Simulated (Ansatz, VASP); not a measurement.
# Ta: VASP beside Ansatz

```
Ta
1.0
     0.00000    2.78298    2.78298
     2.78298    0.00000    2.78298
     2.78298    2.78298    0.00000
Ta
2
Direct
  0.87500 0.87500 0.87500
  0.12500 0.12500 0.12500
```

Alike in both runs: functional LDA; k mesh 12 × 12 × 12; occupations fermi-dirac, width 0.08 eV; no spin polarisation.

Ansatz relaxed the structure, and its values are those at the end. VASP's run is a single point on that final structure, the one shown.

|  | VASP | Ansatz |
| --- | --- | --- |
| version | VASP 6.6.1 | Ansatz 0.2.0 |
| potentials or method | VASP PAW LDA potentials, release 64 (Ta_pv), cutoff 520 eV | all-electron LAPW, scalar-relativistic |

```tsv
	VASP	Ansatz	Ansatz less VASP
pressure (GPa)	22.2	21.0	-1.23
```

Ansatz ran all-electron here, so the differences hold the error of VASP's frozen core and of both bases.

Caveats: so large a pressure means that the cell lies far from this level's equilibrium, or that cutoff or potentials fall short (VASP). Spin-orbit coupling is left out, which matters for the levels of Ta.
